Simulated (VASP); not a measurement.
Here is a VASP 6.6.1 calculation.

The input INCAR:

```
ALGO = Normal
EDIFF = 1E-7
EDIFFG = -0.002
ENCUT = 350
GGA = PE
IBRION = 2
ISIF = 3
ISMEAR = 0
LASPH = True
LCHARG = False
LREAL = False
LWAVE = False
NELM = 100
NSW = 80
PREC = Accurate
PSTRESS = 1600.0
SIGMA = 0.02
```

File KPOINTS:

```
k-points
0
Gamma
  15 15 15
```

File POSCAR:

```
S
1.0
    1.6385000000      0.9459884200      0.8613333300
   -1.6385000000      0.9459884200      0.8613333300
    0.0000000000     -1.8919768300      0.8613333300
S
1
Direct
    0.0000000000      0.0000000000      0.0000000000
```

Potentials or basis: VASP PAW PBE potentials, release 64 (S).

Run with:

```console
$ cat potpaw_PBE.64/S/POTCAR > POTCAR
$ mpirun -np 1 vasp_std > vasp.out
```

**Question.** Estimate the relaxed cell.

**Answer.** a = 2.141 Å, b = 2.141 Å, c = 2.141 Å, α = 103.97°, β = 103.97°, γ = 103.97°.

**Question.** What does it give for the band gap on the k mesh?

**Answer.** None (metal or under the smearing width).

**Question.** Estimate the space group after relaxing (to 0.05 Å).

**Answer.** R-3m (No. 166).

**Question.** Estimate the relaxed volume.

**Answer.** 8.77 Å³/atom.

Final structure:
```cif
data_structure
_symmetry_space_group_name_H-M 'P 1'
_symmetry_Int_Tables_number 1
_cell_length_a 2.1413
_cell_length_b 2.1413
_cell_length_c 2.1413
_cell_angle_alpha 103.965
_cell_angle_beta 103.965
_cell_angle_gamma 103.965
_cell_volume 8.77
loop_
_atom_site_label
_atom_site_type_symbol
_atom_site_fract_x
_atom_site_fract_y
_atom_site_fract_z
_atom_site_occupancy
S1 S 0.00000 0.00000 0.00000 1
```

Caveat: the cell is relaxed towards a set pressure, so the enthalpy falls and the energy may rise. PBE usually gives volumes a little too large and moduli too small.
